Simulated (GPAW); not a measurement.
# AlNi (Pm-3m) in GPAW: relaxation of cell and atoms with PBEsol+D4

Aim: the relaxation of cell and atoms of AlNi with PBEsol+D4.

All numbers are computed with GPAW 26.7.0; they aren't measurements. Logs are shortened: lines on timing, memory, paths and dates and some standing lists are left out, and cuts for length are marked. The log counts tension as positive stress, the text compression.

## (1) The structure

Symmetry: Pm-3m, No. 221, cubic system. Conventional cell: a = 2.881 Å, b = 2.881 Å, c = 2.881 Å, α = 90.00°, β = 90.00°, γ = 90.00°. Ni (site symmetry m-3m) has 8 Al at 2.50 Å as nearest neighbours. Around Al (site symmetry m-3m) lie 8 Ni at 2.50 Å.

## (2) Relaxation of cell and atoms, PBEsol+D4, collinear spin, ferromagnetic start

Input file run.py:

```python
from ase import Atoms
from ase.calculators.mixing import SumCalculator
from ase.filters import FrechetCellFilter
from ase.io import write
from ase.optimize import BFGS
from dftd4.ase import DFTD4
from gpaw import GPAW, PW, setup_paths

setup_paths.insert(0, '.')

atoms = Atoms(['Ni', 'Al'],
              cell=[[2.881, 0.0, 0.0],
                    [0.0, 2.881, 0.0],
                    [0.0, 0.0, 2.881]],
              scaled_positions=[[0.5, 0.5, 0.5],
                                [0.0, 0.0, 0.0]],
              pbc=True)
atoms.set_initial_magnetic_moments([1.0, 0.0])

calc = GPAW(mode=PW(600),
            xc='PBEsol',
            kpts={'size': (9, 9, 9), 'gamma': True},
            occupations={'name': 'fermi-dirac', 'width': 0.05},
            nbands=20,
            convergence={'density': 1e-05, 'forces': 0.0001},
            maxiter=150,
            txt='gpaw.txt')
atoms.calc = SumCalculator([calc, DFTD4(method='pbesol')])
opt = BFGS(FrechetCellFilter(atoms), trajectory='relax.traj', logfile='-')
done = opt.run(fmax=0.02, steps=60)
calc.write('gs.gpw')
write('result.traj', atoms)
print('Converged:', done)
print('Cell:', atoms.cell.cellpar().round(4))
print('Volume:', round(atoms.get_volume(), 4))
print(atoms.get_scaled_positions().round(5))
```

Potentials or basis: PAW data sets generated in the run's folder for this functional, pw.

Command:

```console
gpaw-setup -f PBEsol Al Ni
OMP_NUM_THREADS=1 python run.py
```

gpaw.txt:

```text
__  _  _
 | _ |_)|_||  |
 |__||  | ||/\| - 26.7.0

Input parameters:
  mode=PW(ecut=600.0),
  convergence={'density': 1e-05, 'forces': 0.0001},
  kpts=MonkhorstPack(size=(9, 9, 9), gamma=True),
  maxiter=150,
  nbands=20,
  occupations=Occupations(name='fermi-dirac', width=0.05),
  xc=XC(name='PBEsol')

Diagonalizing LCAO Hamiltonian
Converting LCAO to pw mode
   .------.
  /|      |
 * |      |
 | | Ni   |
 | .------.
 |/      /
 Al-----*

Atoms  # Å, Bohr magnetons
|   | symbol |        x |        y |        z |    initial magnetic moments |
|---|--------|----------|----------|----------|-----------------------------|
| 0 |     Ni | 1.440500 | 1.440500 | 1.440500 | ( 0.0000,  0.0000,  1.0000) |
| 1 |     Al | 0.000000 | 0.000000 | 0.000000 | ( 0.0000,  0.0000,  0.0000) |

Unit cell  # Å
| periodic |        x |        y |        z |  lengths |    angles |
|----------|----------|----------|----------|----------|-----------|
|      yes | 2.881000 | 0.000000 | 0.000000 | 2.881000 | 90.000000 |
|      yes | 0.000000 | 2.881000 | 0.000000 | 2.881000 | 90.000000 |
|      yes | 0.000000 | 0.000000 | 2.881000 | 2.881000 | 90.000000 |

Number of symmetries: 48
Symmetry operations  # r_c * U_cc + t_c -> r_c
|    | kind |            matrix            |
|----|------|------------------------------|
|  0 |  E   |  1, 0, 0,  0, 1, 0,  0, 0, 1 |
|  1 |  σ   |  1, 0, 0,  0, 1, 0,  0, 0,-1 |
|  2 |  σ   |  1, 0, 0,  0, 0, 1,  0, 1, 0 |
|  3 |  C4  |  1, 0, 0,  0, 0, 1,  0,-1, 0 |
|  4 |  C4  |  1, 0, 0,  0, 0,-1,  0, 1, 0 |
|  5 |  σ   |  1, 0, 0,  0, 0,-1,  0,-1, 0 |
|  6 |  σ   |  1, 0, 0,  0,-1, 0,  0, 0, 1 |
|  7 |  C2  |  1, 0, 0,  0,-1, 0,  0, 0,-1 |
|  8 |  σ   |  0, 1, 0,  1, 0, 0,  0, 0, 1 |
[... 206 lines left out ...]
Total magnetic moment: (0.000000, 0.000000, 0.000004)

Local magnetic moments
|        x |        y |        z |
|----------|----------|----------|
| 0.000000 | 0.000000 | 0.000001 |  # Ni   0
| 0.000000 | 0.000000 | 0.000001 |  # Al   1

Fermi level: 8.935
Eigenvalues  # (at kpt = [0.000, 0.000, 0.000])
| band index |      eig [eV] | occ [0-1] |      eig [eV] | occ [0-1] |
|------------|---------------|-----------|---------------|-----------|
|          0 |       -54.666 |     1.000 |       -54.666 |     1.000 |
|          1 |       -54.666 |     1.000 |       -54.666 |     1.000 |
|          2 |       -54.666 |     1.000 |       -54.666 |     1.000 |
|          3 |        -2.273 |     1.000 |        -2.273 |     1.000 |
|          4 |         5.640 |     1.000 |         5.640 |     1.000 |
|          5 |         5.640 |     1.000 |         5.640 |     1.000 |
[... 14 lines left out ...]
No gap
No difference between direct/indirect transitions

Stress tensor  # eV/Ang^3
|         x |         y |        z |
[... 34 lines left out ...]
|  0 |  E   |  1, 0, 0,  0, 1, 0,  0, 0, 1 |
|  1 |  σ   |  1, 0, 0,  0, 1, 0,  0, 0,-1 |
|  2 |  σ   |  1, 0, 0,  0, 0, 1,  0, 1, 0 |
|  3 |  C4  |  1, 0, 0,  0, 0, 1,  0,-1, 0 |
|  4 |  C4  |  1, 0, 0,  0, 0,-1,  0, 1, 0 |
|  5 |  σ   |  1, 0, 0,  0, 0,-1,  0,-1, 0 |
|  6 |  σ   |  1, 0, 0,  0,-1, 0,  0, 0, 1 |
|  7 |  C2  |  1, 0, 0,  0,-1, 0,  0, 0,-1 |
|  8 |  σ   |  0, 1, 0,  1, 0, 0,  0, 0, 1 |
[... 204 lines left out ...]
Total magnetic moment: (0.000000, 0.000000, 0.000000)

Local magnetic moments
|        x |        y |         z |
|----------|----------|-----------|
| 0.000000 | 0.000000 | -0.000000 |  # Ni   0
| 0.000000 | 0.000000 |  0.000000 |  # Al   1

Fermi level: 9.042
Eigenvalues  # (at kpt = [0.000, 0.000, 0.000])
| band index |      eig [eV] | occ [0-1] |      eig [eV] | occ [0-1] |
|------------|---------------|-----------|---------------|-----------|
|          0 |       -54.581 |     1.000 |       -54.581 |     1.000 |
|          1 |       -54.581 |     1.000 |       -54.581 |     1.000 |
|          2 |       -54.581 |     1.000 |       -54.581 |     1.000 |
|          3 |        -2.231 |     1.000 |        -2.231 |     1.000 |
|          4 |         5.703 |     1.000 |         5.703 |     1.000 |
|          5 |         5.703 |     1.000 |         5.703 |     1.000 |
[... 14 lines left out ...]
No gap
No difference between direct/indirect transitions

Stress tensor  # eV/Ang^3
|         x |         y |        z |
|-----------|-----------|----------|
|  0.005181 | -0.000000 | 0.000000 |
| -0.000000 |  0.005181 | 0.000000 |
|  0.000000 |  0.000000 | 0.005181 |

Forces  # eV/Ang
|       x |       y |       z |
|---------|---------|---------|
| 0.00000 | 0.00000 | 0.00000 |  # Ni   0
| 0.00000 | 0.00000 | 0.00000 |  # Al   1

Interpolating wave functions to new cell

           Ni

       Al

Atoms  # Å, Bohr magnetons
|   | symbol |         x |         y |        z |    initial magnetic moments |
|---|--------|-----------|-----------|----------|-----------------------------|
| 0 |     Ni |  1.425154 |  1.425154 | 1.425154 | ( 0.0000,  0.0000, -0.0000) |
| 1 |     Al | -0.000000 | -0.000000 | 0.000000 | ( 0.0000,  0.0000,  0.0000) |

Unit cell  # Å
| periodic |        x |         y |         z |  lengths |    angles |
|----------|----------|-----------|-----------|----------|-----------|
|      yes | 2.850309 |  0.000000 |  0.000000 | 2.850309 | 90.000000 |
|      yes | 0.000000 |  2.850309 | -0.000000 | 2.850309 | 90.000000 |
|      yes | 0.000000 | -0.000000 |  2.850309 | 2.850309 | 90.000000 |

Number of symmetries: 48
Symmetry operations  # r_c * U_cc + t_c -> r_c
|    | kind |            matrix            |
|----|------|------------------------------|
|  0 |  E   |  1, 0, 0,  0, 1, 0,  0, 0, 1 |
|  1 |  σ   |  1, 0, 0,  0, 1, 0,  0, 0,-1 |
|  2 |  σ   |  1, 0, 0,  0, 0, 1,  0, 1, 0 |
|  3 |  C4  |  1, 0, 0,  0, 0, 1,  0,-1, 0 |
|  4 |  C4  |  1, 0, 0,  0, 0,-1,  0, 1, 0 |
|  5 |  σ   |  1, 0, 0,  0, 0,-1,  0,-1, 0 |
|  6 |  σ   |  1, 0, 0,  0,-1, 0,  0, 0, 1 |
|  7 |  C2  |  1, 0, 0,  0,-1, 0,  0, 0,-1 |
|  8 |  σ   |  0, 1, 0,  1, 0, 0,  0, 0, 1 |
[... 205 lines left out ...]
Total magnetic moment: (0.000000, 0.000000, -0.000000)

Local magnetic moments
|        x |        y |         z |
|----------|----------|-----------|
| 0.000000 | 0.000000 | -0.000000 |  # Ni   0
| 0.000000 | 0.000000 |  0.000000 |  # Al   1

Fermi level: 9.343
Eigenvalues  # (at kpt = [0.000, 0.000, 0.000])
| band index |      eig [eV] | occ [0-1] |      eig [eV] | occ [0-1] |
|------------|---------------|-----------|---------------|-----------|
|          0 |       -54.343 |     1.000 |       -54.343 |     1.000 |
|          1 |       -54.343 |     1.000 |       -54.343 |     1.000 |
|          2 |       -54.343 |     1.000 |       -54.343 |     1.000 |
|          3 |        -2.115 |     1.000 |        -2.115 |     1.000 |
|          4 |         5.879 |     1.000 |         5.879 |     1.000 |
|          5 |         5.879 |     1.000 |         5.879 |     1.000 |
[... 14 lines left out ...]
No gap
No difference between direct/indirect transitions

Stress tensor  # eV/Ang^3
|         x |         y |         z |
|-----------|-----------|-----------|
| -0.021480 |  0.000000 |  0.000000 |
|  0.000000 | -0.021480 | -0.000000 |
|  0.000000 | -0.000000 | -0.021480 |

Forces  # eV/Ang
|        x |        y |        z |
|----------|----------|----------|
| -0.00000 |  0.00000 | -0.00000 |  # Ni   0
|  0.00000 | -0.00000 | -0.00000 |  # Al   1

# Writing to gs.gpw (mode='')
```

stdout:

```text
Step          Energy          fmax
BFGS:    0      -13.884662        0.397942
BFGS:    1      -13.890533        0.292329
BFGS:    2      -13.897209        0.012064
Converged: True
Cell: [ 2.8503  2.8503  2.8503 90.     90.     90.    ]
Volume: 23.1567
[[0.5 0.5 0.5]
 [0.  0.  0. ]]
```

Run time: 89 s. Hardware: 1 thread of Arm Neoverse V1, shared host; peak memory 0.21 GiB.

What came out:

- Free energy: -13.9003 eV
- Relaxed volume: 11.58 Å³/atom
- Relaxed cell: a = 2.850 Å, b = 2.850 Å, c = 2.850 Å, α = 90.00°, β = 90.00°, γ = 90.00°
- Space group after relaxing (to 0.05 Å): Pm-3m (No. 221)
- Energy gained by relaxing: 6.3 meV/atom
- Ionic steps: 3
- Pressure after relaxing: 0.2 GPa
- Band gap on the k mesh: none (metal or under the smearing width)
- Net moment: 0.00 μB per cell
- Dispersion energy per atom: -0.262 eV

Step by step:
| step | energy change (eV) | largest force (eV/Å) | pressure (GPa) | volume (Å³) |
| --- | --- | --- | --- | --- |
| 1 | 0.0000 | 0.0000 | -5.33 | 23.91 |
| 2 | -0.0059 | 0.0000 | -3.95 | 23.71 |
| 3 | -0.0125 | 0.0000 | 0.17 | 23.16 |

Final structure:
```xyz
2
Lattice="2.8503 0.0000 0.0000 0.0000 2.8503 0.0000 0.0000 0.0000 2.8503" Properties=species:S:1:pos:R:3 pbc="T T T"
Ni    1.4252    1.4252    1.4252
Al    0.0000    0.0000    0.0000
```

Caveat: each step starts from the last one's moments, so a moment once lost doesn't come back; the stock nickel data set gives pressures a few GPa off other programs; later steps reuse the first step's grids; pairwise dispersion overbinds metals, which lowers pressure and volume.
